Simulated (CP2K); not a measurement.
Al2Cu (Khatyrkite):

```
Cu Al
1.0
     4.93463    0.00000    0.00000
    -2.52460    4.23992    0.00000
    -1.20501   -2.11996    4.29002
Cu Al
2 4
Direct
  0.25000 0.25000 0.00000
  0.75000 0.75000 0.00000
  0.34190 0.15810 0.50000
  0.84190 0.34190 0.18380
  0.65810 0.84190 0.50000
  0.15810 0.65810 0.81620
```

Program: CP2K 2026.2. Alike in all runs: task band structure; no spin polarisation; cell as given; k mesh 7 × 7 × 7.

**Question.** Order these runs on this cell by their pressure, lowest first.
A. level LDA; potentials or basis GTH_POTENTIALS Cu GTH-PADE-q11, Al GTH-PADE-q3; TZVP-MOLOPT-PBE-GTH basis; smearing fermi-dirac 0.01 eV; EPS_DEFAULT 1.0E-9; NGRIDS 4; bands added on the path 2; CUTOFF of the grids 450 Ry
B. level PBEsol; potentials or basis POTENTIAL_UZH Cu GTH-PBE-q11, Al GTH-PBE-q3; TZVP-MOLOPT-PBE-GTH basis; smearing fermi-dirac 0.0259 eV; EPS_DEFAULT 1.0E-9; NGRIDS 5; bands added on the path 6; CUTOFF of the grids 450 Ry
C. level r2SCAN; potentials or basis POTENTIAL_UZH Cu GTH-SCAN-q11, Al GTH-SCAN-q3; TZVP-MOLOPT-SCAN-GTH basis; smearing fermi-dirac 0.01 eV; EPS_DEFAULT 1.0E-10; NGRIDS 4; bands added on the path 2; CUTOFF of the grids 675 Ry

**Answer.** A (-6.0 GPa), C (-4.4 GPa), B (-1.9 GPa).

Caveats: the basis of atomic orbitals isn't converged, which shifts pressures, moduli and gaps; the potentials were made for another functional, which shifts forces and pressure (some runs).

Not every run made on this cell is shown here.
